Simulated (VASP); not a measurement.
# BAs (Pm-3m) in VASP: further runs

Aim: see how the results for BAs move with the level of theory and the settings. Levels: r2SCAN, SCAN, optB88-vdW. Tasks: relaxation of cell and atoms.

All numbers are computed with VASP 6.6.1; they aren't measurements. Logs are shortened: lines on timing, memory, paths and dates and some standing lists are left out, and cuts for length are marked.

### Step 1. Starting point

Symmetry: Pm-3m, No. 221, cubic system. Conventional cell: a = 2.934 Å, b = 2.934 Å, c = 2.934 Å, α = 90.00°, β = 90.00°, γ = 90.00°. B (site symmetry m-3m) has 8 As at 2.54 Å as nearest neighbours. Around As (site symmetry m-3m) lie 8 B at 2.54 Å.

The cell was built by a generator and needn't be a form met in nature.

### Step 2. Relaxation of cell and atoms, r2SCAN

Input file INCAR:

```
SYSTEM = BAs
  PREC = Accurate
  ENCUT = 600
  EDIFF = 1E-6
  ISMEAR = -1
  SIGMA = 0.05
  LREAL = .False.
  LASPH = .True.
  NELM = 100
  ALGO = Normal
  ISIF = 3
  LWAVE = .False.
  LCHARG = .False.
  METAGGA = R2SCAN
  LMIXTAU = .True.
  IBRION = 2
  NSW = 60
  EDIFFG = -0.01
```

Input file KPOINTS:

```
regular mesh
0
Gamma
  9 9 9
  0 0 0
```

Input file POSCAR:

```
BAs
1.0
    2.9343700000      0.0000000000      0.0000000000
    0.0000000000      2.9343700000      0.0000000000
    0.0000000000      0.0000000000      2.9343700000
B As
1 1
Direct
    0.5000000000      0.5000000000      0.5000000000
    0.0000000000      0.0000000000      0.0000000000
```

Potentials or basis: VASP PAW PBE potentials, release 64 (B, As).

Command:

```
cat potpaw_PBE.64/B/POTCAR potpaw_PBE.64/As/POTCAR > POTCAR
mpirun -np 1 vasp_std > vasp.out
```

OUTCAR:

```text
SYSTEM = BAs
   PREC = Accurate
   ENCUT = 600
   EDIFF = 1E-6
   ISMEAR = -1
   LREAL = .False.
   LASPH = .True.
   NELM = 100
   ISIF = 3
   METAGGA = R2SCAN
   IBRION = 2
   NSW = 60
   EDIFFG = -0.01

 ion  position               nearest neighbor table
   1  0.500  0.500  0.500-   2 2.54   2 2.54   2 2.54   2 2.54   2 2.54   2 2.54   2 2.54   2 2.54

   2  0.000  0.000  0.000-   1 2.54   1 2.54   1 2.54   1 2.54   1 2.54   1 2.54   1 2.54   1 2.54

  LATTYP: Found a simple cubic cell.
 ALAT       =     2.9343700000

  Lattice vectors:

 A1 = (   2.9343700000,   0.0000000000,   0.0000000000)
 A2 = (   0.0000000000,   2.9343700000,   0.0000000000)
 A3 = (   0.0000000000,   0.0000000000,   2.9343700000)

Analysis of symmetry for initial positions (statically):
=====================================================================
 Subroutine PRICEL returns:
 Original cell was already a primitive cell.

 Routine SETGRP: Setting up the symmetry group for a
 simple cubic supercell.

 Subroutine GETGRP returns: Found 48 space group operations
 (whereof 48 operations were pure point group operations)
 out of a pool of 48 trial point group operations.

The static configuration has the point symmetry O_h .

Analysis of symmetry for dynamics (positions and initial velocities):
=====================================================================
 Subroutine PRICEL returns:
 Original cell was already a primitive cell.

 Routine SETGRP: Setting up the symmetry group for a
 simple cubic supercell.

 Subroutine GETGRP returns: Found 48 space group operations
 (whereof 48 operations were pure point group operations)
 out of a pool of 48 trial point group operations.

The dynamic configuration has the point symmetry O_h .

 Subroutine INISYM returns: Found 48 space group operations
 (whereof 48 operations are pure point group operations),
 and found     1 'primitive' translations

----------------------------------------------------------------------------------------

                                     Primitive cell

  volume of cell :      25.2665

  direct lattice vectors                    reciprocal lattice vectors
     2.934370000  0.000000000  0.000000000     0.340788653  0.000000000  0.000000000
     0.000000000  2.934370000  0.000000000     0.000000000  0.340788653  0.000000000
     0.000000000  0.000000000  2.934370000     0.000000000  0.000000000  0.340788653

  length of vectors
     2.934370000  2.934370000  2.934370000     0.340788653  0.340788653  0.340788653
[... 82 lines left out ...]
   LREAL  =      F    real-space projection
   EDIFFG = -.1E-01   stopping-criterion for IOM
   NSW    =     60    number of steps for IOM
   IBRION =      2    ionic relax: 0-MD 1-quasi-New 2-CG
   NFREE  =      1    steps in history (QN), initial steepest desc. (CG)
   ISIF   =      3    stress and relaxation
   ISYM   =      2    0-nonsym 1-usesym 2-fastsym
   POTIM  = 0.5000    time-step for ionic-motion
   TEBEG  =    0.0;   TEEND  =   0.0 temperature during run
   PSTRESS=    0.0 pullay stress
   NELECT =       8.0000    total number of electrons
   NUPDOWN=      -1.0000    fix difference up-down
   EMIN   =  10.00;   EMAX   =-10.00  energy-range for DOS
   EFERMI =   0.00;   METHOD = LEGACY
   ISMEAR =    -1;   SIGMA  =   0.05  broadening in eV -4-tet -1-fermi 0-gaus
   EFERMI_NEDOS =   21; number of points for ismear=-14 and -15
   IALGO  =     38    algorithm
   IMIX   =      4    mixing-type and parameters
     AMIX     =   0.40;   BMIX     =  1.00
     AMIX_MAG =   1.60;   BMIX_MAG =  1.00
  volume/ion in A,a.u.               =      12.63        85.25
  Fermi-wavevector in a.u.,A,eV,Ry     =   1.115809  2.108574 16.939665  1.245030
  Thomas-Fermi vector in A             =   2.252417
   LORBIT       =      0    0 simple, 1 ext, 2 COOP (PROOUT), +10 PAW based schemes
   METAGGA = R2SCAN    functional components
   LHFCALC =     F    Hartree Fock is set to
   AEXX    =    0.0000 exact exchange contribution
   IVDW    =     0    specifies the selected vdW correction
   LEPSILON=     F    determine dielectric tensor
   LRPA    =     F    only Hartree local field effects (RPA)
 conjugate gradient relaxation of ions
 non-spin polarized calculation
  energy-cutoff  :      600.00
  volume of cell :       25.27
 maximum number of plane-waves:       861
 NGX is ok and might be reduce to    24
   NGX = 11   NGY = 11   NGZ = 11

 number of electron       8.0000000 magnetization

 Free energy of the ion-electron system (eV)
  ---------------------------------------------------
  ext. energy  EPLUGINS =         0.00000000
  ---------------------------------------------------
  free energy    TOTEN  =       -18.66271655 eV

  energy without entropy =      -18.65349561  energy(sigma->0) =      -18.65810608

 E-fermi :   7.0062     XC(G=0): -12.1609

 val. band max:        6.9698532676   @ k =   0.4444   0.4444   0.3333
 cond. band min:       7.0400048224   @ k =   0.2222   0.0000   0.0000
 fundamental gap:      0.0701515548
 Fermi energy:         7.0062206931

 k-point     1 :       0.0000    0.0000    0.0000
  band No.  band energies     occupation
      1      -9.4937      2.00000
      2       6.1915      2.00000
      3       6.1915      2.00000
      4       6.1915      2.00000
      5       6.9533      1.48456
      6      13.1820      0.00000
      7      13.1820      0.00000
      8      17.1226      0.00000
[... 243 lines left out ...]
 k-point    24 :       0.4444    0.3333    0.1111
  band No.  band energies     occupation
      1      -4.5541      2.00000
      2      -1.1930      2.00000
      3       2.0718      2.00000
      4       4.3817      2.00000
      5       9.1698      0.00000
      6      10.6640      0.00000
      7      13.9528      0.00000
      8      14.3959      0.00000

 [... further k-points ...]
[... 5 lines left out ...]
  --------------------------------------------------------------------------------------
  -------------------------------------------------------------------------------------
  Total       -0.0131279     -0.0131279     -0.0131279      0.0000000     -0.0000000      0.0000000
  in kB       -0.8324588     -0.8324588     -0.8324588      0.0000000     -0.0000000      0.0000000
  external PRESSURE =      -0.8324588 kB  Pullay stress =       0.0000000 kB

 VOLUME and BASIS-vectors are now :
 -----------------------------------------------------------------------------
  energy-cutoff  :      600.00
  volume of cell :       25.27
      direct lattice vectors                 reciprocal lattice vectors
     2.934370000  0.000000000  0.000000000     0.340788653  0.000000000  0.000000000
     0.000000000  2.934370000  0.000000000     0.000000000  0.340788653  0.000000000
     0.000000000  0.000000000  2.934370000     0.000000000  0.000000000  0.340788653

 POSITION                                       TOTAL-FORCE (eV/Angst)
 -----------------------------------------------------------------------------------
      1.46718      1.46718      1.46718         0.000000      0.000000      0.000000
      0.00000      0.00000      0.00000         0.000000      0.000000      0.000000
 -----------------------------------------------------------------------------------
    total drift:                                0.000000      0.000000     -0.000000

  FREE ENERGIE OF THE ION-ELECTRON SYSTEM (eV)
  ---------------------------------------------------
  free  energy   TOTEN  =       -18.6627165520 eV

  energy  without entropy=      -18.6534956134  energy(sigma->0) =      -18.65810608

 reached required accuracy - stopping structural energy minimisation
```

OSZICAR:

```text
N       E                     dE             d eps       ncg     rms          rms(c)
DAV:   1    -0.167142048396E+01   -0.16714E+01   -0.45062E+03   560   0.102E+03
DAV:   2    -0.199066198245E+02   -0.18235E+02   -0.17677E+02   904   0.105E+02
DAV:   3    -0.200680799250E+02   -0.16146E+00   -0.16114E+00   592   0.114E+01
DAV:   4    -0.200682771803E+02   -0.19726E-03   -0.19705E-03   784   0.414E-01
DAV:   5    -0.200682772943E+02   -0.11400E-06   -0.11376E-06   576   0.774E-03    0.325E+00
DAV:   6    -0.185464716956E+02    0.15218E+01   -0.34908E-01   560   0.529E+00    0.183E+00
DAV:   7    -0.186309077683E+02   -0.84436E-01   -0.20083E-01   632   0.368E+00    0.762E-01
DAV:   8    -0.185250754001E+02    0.10583E+00   -0.16688E-01   624   0.331E+00    0.294E-01
DAV:   9    -0.186613460690E+02   -0.13627E+00   -0.35839E-02   624   0.163E+00    0.456E-02
DAV:  10    -0.186617499466E+02   -0.40388E-03   -0.17332E-03   648   0.423E-01    0.279E-02
DAV:  11    -0.186626576168E+02   -0.90767E-03   -0.15351E-04   560   0.167E-01    0.199E-02
DAV:  12    -0.186626900258E+02   -0.32409E-04   -0.11046E-04   584   0.100E-01    0.332E-03
DAV:  13    -0.186627125527E+02   -0.22527E-04   -0.14125E-05   560   0.364E-02    0.210E-03
DAV:  14    -0.186627161351E+02   -0.35824E-05   -0.18031E-06   344   0.118E-02    0.129E-03
DAV:  15    -0.186627165520E+02   -0.41694E-06   -0.69366E-07   280   0.888E-03
   1 F= -.18662717E+02 E0= -.18658106E+02  d E =-.186627E+02
```

CONTCAR:

```text
BAs
   1.00000000000000
     2.9343699999999999    0.0000000000000000    0.0000000000000000
     0.0000000000000000    2.9343699999999999    0.0000000000000000
     0.0000000000000000    0.0000000000000000    2.9343699999999999
  B               As
     1     1
Direct
     0.5000000000000000    0.5000000000000000    0.5000000000000000
     0.0000000000000000    0.0000000000000000    0.0000000000000000

  0.00000000E+00  0.00000000E+00  0.00000000E+00
  0.00000000E+00  0.00000000E+00  0.00000000E+00
```

Wall time 19 s (1 thread of Intel Xeon Platinum 8488C (Sapphire Rapids), shared host); peak memory 0.14 GiB.

Results:

- Free energy: -18.6627 eV
- Pressure after relaxing: -0.1 GPa
- Band gap on the k mesh: none (metal or under the smearing width)

Final structure:
```yaml
crystal:
  lattice:
    - [2.93437, 0.00000, 0.00000]
    - [0.00000, 2.93437, 0.00000]
    - [0.00000, 0.00000, 2.93437]
  atoms:
    - { symbol: B, position: [0.50000, 0.50000, 0.50000] }
    - { symbol: As, position: [0.00000, 0.00000, 0.00000] }
```

Caveat: the relaxation stopped at its first step, so nothing moved; the PAW data sets were made with another functional, which shifts forces and pressure a little.

(Continued in part 2 of 2.)
